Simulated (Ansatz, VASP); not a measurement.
BP: VASP and Ansatz over several settings

```
CELL_PARAMETERS angstrom
0.00000 2.26900 2.26900
2.26900 0.00000 2.26900
2.26900 2.26900 0.00000
ATOMIC_POSITIONS crystal
P 0.75000 0.75000 0.75000
B 0.00000 0.00000 0.00000
```

Single points on this cell with VASP 6.6.1 and Ansatz 0.2.0. Each row is one pair of runs. Alike in all rows: spin: off; k mesh: 10 × 10 × 10; smearing: fermi-dirac, width 0.05 eV; VASP's potentials, cutoff: VASP PAW PBE potentials, release 64 (P, B), 520 eV.

| level | Ansatz's potentials, cutoff | gap on the k mesh at the Fermi level (eV), VASP | gap on the k mesh at the Fermi level (eV), Ansatz | least direct gap on the mesh (eV), VASP | least direct gap on the mesh (eV), Ansatz | pressure (GPa), VASP | pressure (GPa), Ansatz |
| --- | --- | --- | --- | --- | --- | --- | --- |
| PBE | Ansatz PAW, 420 eV | 1.24 | 1.24 | 3.40 | 3.40 | 0.9 | 1.1 |
| PBE | Ansatz NC, 1116 eV | 1.24 | 1.25 | 3.40 | 3.40 | 0.9 | 1.1 |
| PBE | JTH PAW, 840 eV | 1.24 | 1.24 | 3.40 | 3.40 | 0.9 | 1.1 |
| PBE | SPMS NC, 789 eV | 1.24 | 1.25 | 3.40 | 3.41 | 0.9 | 0.9 |

Gap on the k mesh at the fermi level (eV): the two programs differ by at most 0.011; least direct gap on the mesh (eV): the two programs differ by at most 0.006; pressure (GPa): the two programs differ by at most 0.23.
